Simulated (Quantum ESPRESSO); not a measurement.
The system is AlN.

```
Al N
1.0
     3.31212    0.00000    0.00000
    -1.65606    2.86838    0.00000
     0.00000    0.00000    4.18756
Al N
2 2
Cartesian
  1.6561 0.9561 1.0469
  0.0000 1.9123 3.1407
  1.6561 0.9561 3.1407
  0.0000 1.9123 1.0469
```

Measurements of this composition are mostly on another form, of space group No. 186.

* Program: Quantum ESPRESSO 7.5
* Task: single point
* Functional: PBE
* Potentials or basis: SSSP 1.3 efficiency PBE
* Cutoff: 816 eV
* Density cutoff: 6531 eV
* k mesh: 9 × 9 × 7
* Occupations: fermi-dirac, width 0.05 eV
* Spin: no spin polarisation

On this cell: pressure 0.3 GPa; largest force under 0.003 eV/Å; band gap on the k mesh 3.27 eV, direct.

The same run follows on a disturbed copy (atoms moved at random, drawn with an rms of 0.05 Å):

```
Al N
1.0
     3.31212    0.00000    0.00000
    -1.65606    2.86838    0.00000
     0.00000    0.00000    4.18756
Al N
2 2
Direct
  0.66987 0.31980 0.25222
  0.32258 0.67144 0.75454
  0.67347 0.33867 0.74911
  0.33202 0.68020 0.24593
```

Problem. What does the disturbed cell give?

Solution. The energy moves by +24.2 meV/atom; pressure 1.4 GPa; largest force 1.473 eV/Å; band gap on the k mesh 3.26 eV, direct.

Forces in eV/Å, atoms in the order of the input:
```
Al  -0.703  1.294  0.031
Al   0.896  0.087 -0.092
N   -0.796 -0.176 -0.103
N    0.603 -1.205  0.165
```

Stress tensor (GPa, compression positive):
```
-1.73  5.24  0.01
 5.24  5.59  0.09
 0.01  0.09  0.23
```

Caveats: an odd mesh through Γ misses points on the zone boundary, where band edges often lie.
